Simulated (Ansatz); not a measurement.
**CaO: rattling a relaxed structure**

The cell was reached from a generator's guess, though it ends in a space group that the Crystallography Open Database lists for this formula.

Computed with Ansatz, DFT PBE, scalar-relativistic, plane waves, PAW. Cutoff 420 eV; k points 8×8×8 on the computed 2-atom cell (Γ-centred); Gaussian smearing, width 0.02 eV; no spin polarisation.

The cell below (2 atoms, space group Fm-3m (No. 225)) is relaxed within its symmetry.

```
Ca O
1.0
     0.00000    2.41562    2.41562
     2.41562    0.00000    2.41562
     2.41562    2.41562    0.00000
Ca O
1 1
Cartesian
  0.0000 0.0000 0.0000
  2.4156 2.4156 2.4156
```

For the test a repeat of it with 4 atoms (edges 3.42, 3.42, 5.92 Å) was strained at random (σ = 1.5 % a component), the atoms were moved at random (σ = 0.15 Å), and all was relaxed again on a coarse 6×6×6 mesh (in the run’s order of axes) with 0.10 eV smearing, with no symmetry imposed.

Task: Does it come back?

Result: It returns, within 1 meV/atom of the unmoved cell on that mesh and with the same symmetry when read at 0.1 Å. No instability shows in this cell; modes of other wave vectors, which need another repeat, aren't tested.
